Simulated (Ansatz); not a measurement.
# Ti: the cost of one run

Program: Ansatz 0.2.0. Level of theory: DFT PBEsol, scalar-relativistic, plane waves, PAW. These are calculated values, not measurements.

This is Ti in the bcc structure; at room conditions it is hcp.

1 further run of the same task is left out (it didn't finish).

## Step 1: The starting structure

The structure is cubic, space group Im-3m (No. 229). Conventional cell: a = 3.282 Å, b = 3.282 Å, c = 3.282 Å, α = 90.00°, β = 90.00°, γ = 90.00°. Ti (site symmetry m-3m) has 8 Ti at 2.84 Å as nearest neighbours.

Structure file:

```cif
data_structure
_symmetry_space_group_name_H-M 'Im-3m'
_symmetry_Int_Tables_number 229
_cell_length_a 3.2820
_cell_length_b 3.2820
_cell_length_c 3.2820
_cell_angle_alpha 90.000
_cell_angle_beta 90.000
_cell_angle_gamma 90.000
_cell_volume 35.35
loop_
_atom_site_label
_atom_site_type_symbol
_atom_site_symmetry_multiplicity
_atom_site_Wyckoff_symbol
_atom_site_fract_x
_atom_site_fract_y
_atom_site_fract_z
_atom_site_occupancy
Ti1 Ti 2 a 0.00000 0.00000 0.00000 1
```

Source of the structure: the Crystallography Open Database.

(A quick probe on a coarse mesh, which set the mesh and smearing, is not shown.)

## Step 3: Relaxing cell and atoms

File input.yaml:

```yaml
crystal:
  lattice:
    - [-1.641, 1.641, 1.641]
    - [1.641, -1.641, 1.641]
    - [1.641, 1.641, -1.641]
  atoms:
    - { symbol: Ti, position: [0.0, 0.0, 0.0] }
basis:
  ecutwfc: 420
kpoints:
  mp_grid: { grid: [18, 18, 18] }
hamiltonian:
  xc: pbesol
scf:
  occupations: { method: gaussian, width: 0.1 }
output:
  forces: true
  stress: true
  eigenvalues: true
  write_density: true
  write_potential: true
  elf: true
  volumetric_format: npy
relax:
  adjacent_minimum: "off"
  f_tol: 0.005
  max_steps: 80
  cell: { stress_tol: 0.05 }
```

Command:

```console
> ansatz run input.yaml --threads 4 --pin off --max-ram 11264MiB --backend cpu --events-out ev --progress --plain --runs-dir out
```

**Question.** How long does this run take on 4 threads of Intel Xeon Platinum 8259CL at 2.50GHz (Skylake/Cascade Lake), shared host, and how much memory does it need?

About 4 s, with a peak of 0.41 GiB.
